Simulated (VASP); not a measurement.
# AlN (P6_3mc) under biaxial strain in the (0001) plane

Wanted: the response of AlN to biaxial strain in the (0001) plane, as a table, with a fit that predicts a row left out.

Calculated with VASP 6.6.1; LDA; plane waves and PAW (Al, N), in the first sound run; inputs show where later runs differ.

## Step 1: The structure

The structure is hexagonal, space group P6_3mc (No. 186). The conventional cell has a = 3.112 Å, b = 3.112 Å, c = 4.982 Å, α = 90.00°, β = 90.00°, γ = 120.00°. Nearest to Al lie 4 N at 1.89 to 1.90 Å. Nearest to N lie 4 Al at 1.89 to 1.90 Å. Farther neighbours and most contacts between anions are not listed.

## Step 2: Relax the crystal, LDA

The series starts from the cell that this level prefers, so that zero strain is near zero stress.

This step took 2 runs in a row; the last is shown.

Level: LDA; plane waves and PAW (Al, N).

INCAR reads:

```
SYSTEM = AlN
PREC = Accurate
ENCUT = 600
EDIFF = 1E-07
NELM = 120
ISMEAR = 0
SIGMA = 0.02
LREAL = .FALSE.
ALGO = Normal
GGA = CA
NBANDS = 14
LORBIT = 11
LWAVE = .FALSE.
LCHARG = .FALSE.
KPAR = 16
IBRION = 2
NSW = 40
ISIF = 3
EDIFFG = -0.005
POTIM = 0.4
```

POSCAR reads:

```
AlN
1.0
    3.0912639846      0.0000000000      0.0000000000
   -1.5456319923      2.6771131409      0.0000000000
    0.0000000000      0.0000000000      4.9485548569
Al N
2 2
Direct
    0.3333333333      0.6666666667      0.0000688489
    0.6666666667      0.3333333333      0.5000688489
    0.3333333333      0.6666666667      0.3819311511
    0.6666666667      0.3333333333      0.8819311511
```

KPOINTS reads:

```
Automatic mesh
0
Gamma
11 11 6
0 0 0
```

Potentials, in the order of the species: Al and N (LDA family, release 64).

Run with:

```sh
$ mpirun -np 16 vasp_std
```

What it wrote:

```text
[banner, memory and clock lines left out]
running   16 mpi-ranks, on    1 nodes
[...]
|                                                                             |
|           W    W    AA    RRRRR   N    N  II  N    N   GGGG   !!!           |
|           W    W   A  A   R    R  NN   N  II  NN   N  G    G  !!!           |
|           W    W  A    A  R    R  N N  N  II  N N  N  G       !!!           |
|           W WW W  AAAAAA  RRRRR   N  N N  II  N  N N  G  GGG   !            |
|           WW  WW  A    A  R   R   N   NN  II  N   NN  G    G                |
|           W    W  A    A  R    R  N    N  II  N    N   GGGG   !!!           |
|                                                                             |
|     For optimal performance we recommend to set                             |
|       NCORE = 2 up to number-of-cores-per-socket                            |
|     NCORE specifies how many cores store one orbital (NPAR=cpu/NCORE).      |
|     This setting can greatly improve the performance of VASP for DFT.       |
[...]
|     Unfortunately you need to use the default for GW and RPA                |
|     calculations (for HF NCORE is supported but not extensively tested      |
|     yet).                                                                   |
|                                                                             |

 LDA part: xc-table for (Slater(with rela. corr.)+CA(PZ))
 , standard interpolation
 POSCAR, INCAR and KPOINTS ok, starting setup
[...]
entering main loop
       N       E                     dE             d eps       ncg     rms          rms(c)
DAV:   1     0.463810182955E+02    0.46381E+02   -0.82335E+03  1792   0.115E+03
DAV:   2    -0.343125613734E+02   -0.80694E+02   -0.73642E+02  2496   0.202E+02
DAV:   3    -0.379544506733E+02   -0.36419E+01   -0.36274E+01  2416   0.453E+01
DAV:   4    -0.379762116793E+02   -0.21761E-01   -0.21759E-01  2008   0.425E+00
[...]
DAV:  12    -0.328425658024E+02    0.66727E-06   -0.23214E-06  2188   0.120E-02    0.491E-03
DAV:  13    -0.328425656340E+02    0.16841E-06   -0.90417E-07  2398   0.726E-03    0.104E-03
DAV:  14    -0.328425656359E+02   -0.18994E-08   -0.14420E-08  1232   0.108E-03
   1 F= -.32842566E+02 E0= -.32842566E+02  d E =-.328426E+02
[...]
reached required accuracy - stopping structural energy minimisation
```

Run time: 11 s. Hardware: 16 MPI ranks of Intel Xeon Platinum 8259CL at 2.50GHz (Skylake/Cascade Lake), shared host; peak memory 2.9 GiB; 1.8 min of CPU time.

The logs omit lines about the potential files and the build; timing stands in the text.

From OUTCAR (step 2):

```text
  Total       -0.0051285     -0.0051285     -0.0047195      0.0000000     -0.0000000      0.0000000
  in kB       -0.2006402     -0.2006402     -0.1846401      0.0000000     -0.0000000      0.0000000
  external PRESSURE =      -0.1953068 kB  Pullay stress =       0.0000000 kB

 POSITION                                       TOTAL-FORCE (eV/Angst)
 -----------------------------------------------------------------------------------
     -0.00000      1.78474      0.00034        -0.000000     -0.000000     -0.004082
      1.54563      0.89237      2.47462        -0.000000     -0.000000     -0.004082
     -0.00000      1.78474      1.89001         0.000000     -0.000000      0.004082
      1.54563      0.89237      4.36428         0.000000      0.000000      0.004082
 -----------------------------------------------------------------------------------
    total drift:                               -0.000000      0.000000     -0.000575

  FREE ENERGIE OF THE ION-ELECTRON SYSTEM (eV)
  ---------------------------------------------------
  free  energy   TOTEN  =       -32.8425656359 eV

  energy  without entropy=      -32.8425656359  energy(sigma->0) =      -32.84256564

 reached required accuracy - stopping structural energy minimisation

[... 3 further parts left out ...]
[key lines of the parts left out:]
E-fermi :   6.2096
```

Read from the output:

* energy(sigma→0) of the program: -32.8426 eV
* stress, compression positive: xx, yy, zz -0.02, -0.02, -0.02 GPa
* volume: 40.953 Å³
* ionic steps: 1

## Step 3: Strain along the normal, LDA

One member in full: the plane is strained by -1 %, and the strain along the normal is moved by secant steps until the normal stress is under 0.012 GPa or five steps are spent; the atoms relax at each step.

This step took 3 runs, each at a new trial strain with the atoms of the one before; the last is shown.

Level: LDA; plane waves and PAW (Al, N).

INCAR: that of step 2 with these lines changed.

```diff
@@ -14,7 +14,7 @@
 LCHARG = .FALSE.
-KPAR = 16
-IBRION = 2
-NSW = 40
-ISIF = 3
-EDIFFG = -0.005
-POTIM = 0.4
+KPAR = 4
+IBRION = 1
+NSW = 25
+ISIF = 2
+EDIFFG = -0.004
+POTIM = 0.3
```

POSCAR reads:

```
AlN
1.0
    3.0603513450      0.0000000000      0.0000000000
   -1.5301756720      2.6503420090      0.0000000000
    0.0000000000      0.0000000000      4.9771189550
Al N
2 2
Direct
    0.3333333333      0.6666666667      0.0015158213
    0.6666666667      0.3333333333      0.5015158213
    0.3333333333      0.6666666667      0.3804841787
    0.6666666667      0.3333333333      0.8804841787
```

KPOINTS is that of step 2.

Run with:

```sh
$ mpirun -np 4 vasp_std
```

What it wrote:

```text
[banner, memory and clock lines left out]
running    4 mpi-ranks, on    1 nodes
[...]
LDA part: xc-table for (Slater(with rela. corr.)+CA(PZ))
 , standard interpolation
 POSCAR, INCAR and KPOINTS ok, starting setup
[...]
entering main loop
       N       E                     dE             d eps       ncg     rms          rms(c)
DAV:   1     0.475232819669E+02    0.47523E+02   -0.81099E+03  1792   0.115E+03
DAV:   2    -0.342376949729E+02   -0.81761E+02   -0.74311E+02  2494   0.204E+02
DAV:   3    -0.380111483428E+02   -0.37735E+01   -0.37567E+01  2446   0.457E+01
DAV:   4    -0.380332418363E+02   -0.22093E-01   -0.22091E-01  1960   0.426E+00
[...]
DAV:  12    -0.328294603404E+02    0.47914E-06   -0.22162E-06  2248   0.117E-02    0.467E-03
DAV:  13    -0.328294601815E+02    0.15895E-06   -0.79624E-07  2350   0.680E-03    0.758E-04
DAV:  14    -0.328294601835E+02   -0.20524E-08   -0.13652E-08  1304   0.104E-03
   1 F= -.32829460E+02 E0= -.32829460E+02  d E =-.328295E+02
 BRION: g(F)=  0.415E-07 g(S)=  0.000E+00
 reached required accuracy - stopping structural energy minimisation
```

Elapsed: 13 s, on 4 MPI ranks; peak memory 0.61 GiB; 33 s of CPU time.

From OUTCAR (step 3):

```text
  Total        1.2480757      1.2480757      0.0019728      0.0000000      0.0000000      0.0000000
  in kB       49.5336457     49.5336457      0.0782950      0.0000000      0.0000000      0.0000000
  external PRESSURE =      33.0485288 kB  Pullay stress =       0.0000000 kB

 POSITION                                       TOTAL-FORCE (eV/Angst)
 -----------------------------------------------------------------------------------
      0.00000      1.76689      0.00754        -0.000000      0.000000      0.000599
      1.53018      0.88345      2.49610        -0.000000      0.000000      0.000599
      0.00000      1.76689      1.89372        -0.000000      0.000000     -0.000599
      1.53018      0.88345      4.38227         0.000000     -0.000000     -0.000599
 -----------------------------------------------------------------------------------
    total drift:                               -0.000000      0.000000     -0.000354

  FREE ENERGIE OF THE ION-ELECTRON SYSTEM (eV)
  ---------------------------------------------------
  free  energy   TOTEN  =       -32.8294601835 eV

  energy  without entropy=      -32.8294601835  energy(sigma->0) =      -32.82946018

[... 2 parts as in an earlier step ...]

[... 2 further parts left out ...]
[key lines of the parts left out:]
E-fermi :   6.2076
```

Read from the output:

| Item | Value |
| --- | --- |
| energy(sigma→0) of the program | -32.8295 eV |
| stress, compression positive | xx, yy, zz 4.95, 4.95, 0.01 GPa |
| ionic steps | 1 |

## Step 4: Band edges, HSE06

Short lines in KPOINTS_OPT sample the zone centre along and across the normal of the plane, for masses, and the other valleys.

Level: HSE06; plane waves and PAW (Al, N).

INCAR reads:

```
SYSTEM = AlN
PREC = Accurate
ENCUT = 600
EDIFF = 1E-06
NELM = 100
ISMEAR = 0
SIGMA = 0.02
LREAL = .FALSE.
ALGO = Normal
LHFCALC = .TRUE.
AEXX = 0.25
GGA = PE
HFSCREEN = 0.2
LASPH = .TRUE.
NBANDS = 13
PRECFOCK = Fast
LWAVE = .FALSE.
LCHARG = .FALSE.
KPAR = 4
```

POSCAR is that of step 3.

KPOINTS reads:

```
Automatic mesh
0
Gamma
6 6 3
0 0 0
```

KPOINTS_OPT reads:

```
Line mode
6
Line-mode
Reciprocal
  0.00000000   0.00000000   0.00000000
  0.00000000   0.00000000   0.03960665

  0.00000000   0.00000000   0.00000000
 -0.02435350   0.01217675   0.00000000

  0.50000000   0.00000000   0.00000000
  0.50000000   0.00000000   0.50000000

  0.33333333   0.33333333   0.00000000
  0.33333333   0.33333333   0.50000000
```

Run with:

```sh
$ mpirun -np 4 vasp_std
```

What it wrote:

```text
[banner, memory and clock lines left out]
running    4 mpi-ranks, on    1 nodes
[...]
|                                                                             |
|               ----> ADVICE to this user running VASP <----                  |
|                                                                             |
|     You enforced a specific xc type in the INCAR file but a different       |
|     [... a line on the potential file left out ...]
|     I HOPE YOU KNOW WHAT YOU ARE DOING!                                     |
|                                                                             |

 LDA part: xc-table for (Slater+PW92), standard interpolation
 found WAVECAR, reading the header
 POSCAR, INCAR and KPOINTS ok, starting setup
[...]
reading WAVECAR
 the WAVECAR file was read successfully
 initial charge from wavefunction
 entering main loop
       N       E                     dE             d eps       ncg     rms          rms(c)
DAV:   1    -0.350056591712E+02   -0.35006E+02   -0.15354E+00   369   0.103E+01    0.122E+01
DAV:   2    -0.350136963384E+02   -0.80372E-02   -0.56501E-02   434   0.211E+00    0.878E+00
DAV:   3    -0.350090693568E+02    0.46270E-02   -0.69825E-03   437   0.639E-01    0.562E+00
DAV:   4    -0.350084336018E+02    0.63576E-03   -0.10728E-03   449   0.226E-01    0.335E+00
[...]
DAV:   8    -0.350079529585E+02    0.11915E-04   -0.29426E-06   385   0.171E-02    0.385E-01
DAV:   9    -0.350079492282E+02    0.37303E-05   -0.11968E-06   227   0.107E-02    0.225E-01
DAV:  10    -0.350079482458E+02    0.98238E-06   -0.50047E-07   222   0.724E-03
   1 F= -.35007948E+02 E0= -.35007948E+02  d E =-.223805E-15
 Start KPOINTS_OPT (optional k-point list driver)
k-point batch [1-14\24]
       N       E                     dE             ncg
DAV:   1     0.144854331747E+04   -0.29525E+03      364
DAV:   2     0.201250476389E+03   -0.12473E+04      501
DAV:   3     0.808828585719E+02   -0.12037E+03      484
DAV:   4     0.793598703597E+02   -0.15230E+01      434
DAV:   5     0.793440393481E+02   -0.15831E-01      434
DAV:   6     0.793438446652E+02   -0.19468E-03      434
DAV:   7     0.793438405646E+02   -0.41007E-05      418
DAV:   8     0.793438404303E+02   -0.13425E-06      322
k-point batch [15-24\24]
       N       E                     dE             ncg
DAV:   1     0.213903736526E+04   -0.65568E+04      260
DAV:   2     0.136541682974E+04   -0.77362E+03      336
DAV:   3     0.129974181022E+04   -0.65675E+02      325
DAV:   4     0.129872268206E+04   -0.10191E+01      350
DAV:   5     0.129871302520E+04   -0.96569E-02      335
DAV:   6     0.129871290945E+04   -0.11574E-03      310
DAV:   7     0.129871290712E+04   -0.23298E-05      278
DAV:   8     0.129871290702E+04   -0.10878E-06      230
```

The job ended after 6 min (4 MPI ranks; peak memory 1.1 GiB).

OUTCAR, selected parts (step 4):

```text
  LATTYP: Found a hexagonal cell.
 ALAT       =     3.0603513450
 C/A-ratio  =     1.6263227303

 Subroutine GETGRP returns: Found 12 space group operations
 (whereof  6 operations were pure point group operations)

The static configuration has the point symmetry C_3v.
 The point group associated with its full space group is C_6v.

 Found     14 irreducible k-points:

   k-points           NKPTS =     14   k-points in BZ     NKDIM =    108   number of bands    NBANDS=     13

   dimension x,y,z NGX =    24 NGY =   24 NGZ =   40
   dimension x,y,z NGXF=    48 NGYF=   48 NGZF=   80

   ENCUT  =  600.0 eV  44.10 Ry    6.64 a.u.   6.11  6.11  9.94*2*pi/ulx,y,z

   NELECT =      16.0000    total number of electrons

  exchange ACFDT corr.  =         0.00000000  see jH, gK, PRB 81, 115126

 E-fermi :   5.5607

 k-point     1 :       0.0000    0.0000    0.0000
  band No.  band energies     occupation
    ...
      4       4.6683      2.00000
      5       4.6683      2.00000
      6       5.3530      2.00000
      7       5.3530      2.00000
      8       5.4570      2.00000
      9      11.4413      0.00000
     10      14.1597      0.00000
     11      18.2408      0.00000
     12      18.7526      0.00000
     13      18.7526      0.00000

 k-point     2 :       0.1667    0.0000    0.0000
  band No.  band energies     occupation
    ...
      4       3.0985      2.00000
      5       3.9602      2.00000
      6       4.2288      2.00000
      7       5.2532      2.00000
      8       5.2846      2.00000
      9      12.7419      0.00000
     10      15.2619      0.00000
     11      16.5128      0.00000
     12      17.3099      0.00000
     13      19.8363      0.00000

 POSITION                                       TOTAL-FORCE (eV/Angst)
 -----------------------------------------------------------------------------------
      0.00000      1.76689      0.00754         0.000000     -0.000000     -0.008959
      1.53018      0.88345      2.49610         0.000000      0.000000     -0.008959
      0.00000      1.76689      1.89372        -0.000000      0.000000      0.008959
      1.53018      0.88345      4.38227         0.000000     -0.000000      0.008959
 -----------------------------------------------------------------------------------
    total drift:                                0.000000      0.000002     -0.000244

  FREE ENERGIE OF THE ION-ELECTRON SYSTEM (eV)
  ---------------------------------------------------
  free  energy   TOTEN  =       -35.0079482458 eV

  energy  without entropy=      -35.0079482458  energy(sigma->0) =      -35.00794825

[... 1 part as in an earlier step ...]

[... 7 further parts left out ...]
```

Numbers from this step:

| Item | Value |
| --- | --- |
| energy(sigma→0) of the program | -35.0079 eV |

## Step 5: The table

LASPH is off in runs at LDA and on in runs at HSE06.

Hybrid runs start from orbitals of a short LDA run, not shown.

Runs beyond LDA use the data sets made with LDA; this shifts their levels slightly, and their total energies have another zero.

The other members went through these steps as far as the tables show, with the same cutoff and, step by step, the same mesh; 36 runs are not shown. The session took 3.4 core hours (wall time by ranks) on a shared machine.

| in-plane strain (%) | strain along the normal (%) | in-plane stress, tension positive (GPa) | energy above the unstrained row (meV/atom) | gap on the mesh, LDA (eV) |
| --- | --- | --- | --- | --- |
| -2.000 | 1.146 | -10.287 | 13.065 | 4.749 |
| -1.000 | 0.577 | -4.953 | 3.276 | 4.613 |
| -0.500 | 0.284 | -2.435 | 0.850 | 4.507 |
| 0 | -0.009 | 0.003 | 0.000 | 4.402 |
| 0.500 | -0.318 | 2.331 | 0.663 | 4.296 |
| 1.000 | -0.635 | 4.556 | 2.790 | 4.191 |
| 2.000 | -1.306 | 8.721 | 11.198 | 3.982 |

Slopes at zero strain, from cubics through all rows: strain ratio -0.603, stress over strain 476 GPa. For (0001) the ratio is −2C₁₃/C₃₃.

Band edges at HSE06, counted from the valence-band top at Γ, with one row partly withheld:

| in-plane strain (%) | gap (eV) | conduction band at Γ (eV) | lowest conduction level on M–L (eV) | second valence level below the top (eV) | third valence level below the top (eV) |
| --- | --- | --- | --- | --- | --- |
| -2.000 | 6.152 | 6.152 | 6.470 | 0.000 | 0.053 |
| -1.000 | 5.984 | 5.984 | 6.452 | 0.104 | 0.104 |
| -0.500 | ? | ? | 6.416 | 0.178 | 0.178 |
| 0 | 5.762 | 5.762 | 6.381 | 0.247 | 0.247 |
| 0.500 | 5.651 | 5.651 | 6.346 | 0.315 | 0.315 |
| 1.000 | 5.539 | 5.540 | 6.310 | 0.380 | 0.380 |
| 2.000 | 5.319 | 5.319 | 6.240 | 0.503 | 0.503 |

Conduction masses, in electron masses:

| in-plane strain (%) | conduction mass at Γ, along the strain axis or the normal of the plane | conduction mass at Γ, across the strain axis or in the plane |
| --- | --- | --- |
| -2.000 | 0.288 | 0.328 |
| -1.000 | 0.294 | 0.319 |
| -0.500 | 0.298 | 0.314 |
| 0 | 0.299 | 0.310 |
| 0.500 | 0.299 | 0.305 |
| 1.000 | 0.304 | 0.303 |
| 2.000 | 0.305 | 0.292 |

## Step 6: A fit to the known rows

The quantity to fit is the conduction level at Γ above the mean of the three top valence levels at HSE06: 6.169, 6.054, 5.927, 5.860, 5.793, 5.654 eV in the rows shown.

A least-squares parabola through the 6 rows shown, with e the strain in %: E = − 0.003654 e² − 0.1290 e + 5.926 (eV), r.m.s. residual 9.4e-4 eV.

At e = -0.5 this predicts 5.9901 eV.

## Step 7: Prediction against calculation

The calculation gives 5.9916 eV, so the prediction is 0.0015 eV too low, within twice the residual of the fit.

## Step 8: Summary of results

- ratio of normal to in-plane strain: -0.603
- biaxial modulus: 476 GPa
- gap of the unstrained cell, HSE06: 5.76 eV
- slope at zero strain of the conduction level at Γ above the mean of the three top valence levels, HSE06: -129 meV per %
- error of the predicted row: -1.5 meV

What this shows: As a check, the curvature of the energy gives 475 GPa for the same modulus (energy per volume = M × strain²), 0 % from the slope of the stress. The energy also has a linear term worth 0.13 GPa that the stress column lacks, a mark of the finite basis. At HSE06 the lowest conduction valley is Γ throughout, and the gap runs between 5.32 and 6.15 eV. Hole masses are left out throughout, since the top bands are degenerate or cross in many series; of conduction masses, those of the Γ, L and (for Si and Ge under (001) strain) Δ valleys are kept where they change by under an eighth between rows. A measured gap of unstrained AlN is 6.09 eV (arxiv:2305.10542, direct gap at Gamma, from Gamma5 n->infinity transition (exciton continuum) in CL, 10 K); the static gaps here belong to the lattice relaxed at LDA. HSE06 ran on a coarser mesh than the semilocal levels. Spin-orbit coupling is left out at HSE06, so the valence splittings there lack it. Temperature, zero-point motion and excitons are left out.

[Lines on the potential files, build, host, timing and source positions are cut from VASP's logs without a mark.]

[Logs are printed without paths, hosts, clocks, repeated set-up lines and the standing remarks that a program may print on its own settings, such as how far it seeks lower states.]

[Hosts, paths, dates, database ids (printed as entryN), source tags and the programs' standing remarks are cut or masked in the printed files.]

[In band tables of VASP the shares of atoms and orbitals are scaled to a sum of 1 inside the atoms' spheres.]
